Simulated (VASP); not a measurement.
A run of VASP 6.6.1 is set up as follows.

File INCAR:

```
ALGO = Normal
EDIFF = 1E-7
EDIFFG = -0.005
ENCUT = 600
GGA = PS
IBRION = 2
ISIF = 3
ISMEAR = 0
LASPH = T
LCHARG = F
LREAL = F
LWAVE = F
NELM = 80
NSW = 90
PREC = Accurate
SIGMA = 0.03
```

The input KPOINTS:

```
k-points
0
Gamma
  12 12 5
```

Contents of POSCAR:

```
GaN                                     
1.0
    3.1813918953     -0.0000000000     -0.0000000000
   -1.5906959427      2.7551661955      0.0000000000
    0.0000000000      0.0000000000      5.1795123222
  Ga              N             
     2     2
Direct
     0.3333333300000021    0.6666666699999979    0.9990741462977327
     0.6666666699999979    0.3333333300000021    0.4990741462977327
     0.3333333300000021    0.6666666699999979    0.3759258537022673
     0.6666666699999979    0.3333333300000021    0.8759258537022673
```

Potentials or basis: VASP PAW PBE potentials, release 64 (Ga_d, N).

The run is started by

```sh
$ cat potpaw_PBE.64/Ga_d/POTCAR potpaw_PBE.64/N/POTCAR > POTCAR
$ mpirun -np 1 vasp_std > vasp.out
```

Estimate the band gap on the k mesh.

1.91 eV, direct.

Final structure:
```
CELL_PARAMETERS angstrom
3.18030 0.00000 0.00000
-1.59015 2.75422 0.00000
0.00000 0.00000 5.18284
ATOMIC_POSITIONS crystal
Ga 0.33333 0.66667 0.99920
Ga 0.66667 0.33333 0.49920
N 0.33333 0.66667 0.37580
N 0.66667 0.33333 0.87580
```
